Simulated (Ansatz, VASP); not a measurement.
**Pb in VASP and in Ansatz**

File INCAR:

```
ALGO     = Normal         # electronic algorithm
EDIFF    = 1E-8           # SCF threshold, eV
ENCUT    = 520            # plane-wave cutoff, eV
GGA      = PE             # functional
ISIF     = 2              # what is computed and relaxed
ISMEAR   = -1             # smearing method
LASPH    = T              # aspherical terms in the spheres
LCHARG   = F              # write CHGCAR
LEFG     = T            
LREAL    = F              # projectors in reciprocal space
LWAVE    = F              # write WAVECAR
NBANDS   = 13             # bands
NELM     = 100            # most SCF steps
PREC     = Accurate       # precision mode
SIGMA    = 0.05           # smearing width, eV
```

File KPOINTS:

```
k-points
0
Gamma
  12 12 12
```

POSCAR

```
Pb
1.0
    0.0000000000      2.4514823183      2.5068470000
    2.4514823183      0.0000000000      2.5068470000
    2.4514823183      2.4514823183      0.0000000000
Pb
1
Direct
    0.0000000000      0.0000000000      0.0000000000
```

Input for Ansatz:

```yaml
crystal:
  lattice:
    - [0.0, 2.4514823183, 2.506847]
    - [2.4514823183, 0.0, 2.506847]
    - [2.4514823183, 2.4514823183, 0.0]
  atoms:
    - { symbol: Pb, position: [0.0, 0.0, 0.0] }
kpoints:
  mp_grid: { grid: [12, 12, 12] }
scf:
  occupations: { method: fermi_dirac, width: 0.05 }
hamiltonian:
  xc: pbe
  pseudopotentials: { kind: paw }
output:
  forces: true
  stress: true
  eigenvalues: true
  efg: { contact_densities: true }
```

Change from the starting cell: z stretched by +1.5 % at fixed volume, PAW files.

Alike in both runs: task electric field gradients; functional PBE; k mesh 12 × 12 × 12; occupations fermi-dirac, width 0.05 eV; no spin polarisation.

|  | VASP | Ansatz |
| --- | --- | --- |
| version | VASP 6.6.1 | Ansatz 0.2.0 |
| potentials or method | VASP PAW PBE potentials, release 64 (Pb_d) | PAW with Ansatz's default frozen-core files, scalar-relativistic |
| plane-wave cutoff (eV) | 520 | 420 |
| valence electrons in the cell | 14 | 14 |

```csv
,VASP,Ansatz,Ansatz less VASP
pressure (GPa),2.9,2.9,+0.06
largest component of the traceless stress (GPa),0.39,0.40,+0.010
Vzz of the field gradient on the site that differs most (V/Å²),-8.3,-9.4,-1.03
```

Ansatz warned: «gradients_without_spin_orbit».

The runs have no spin-orbit coupling, so splittings on Pb are missing.
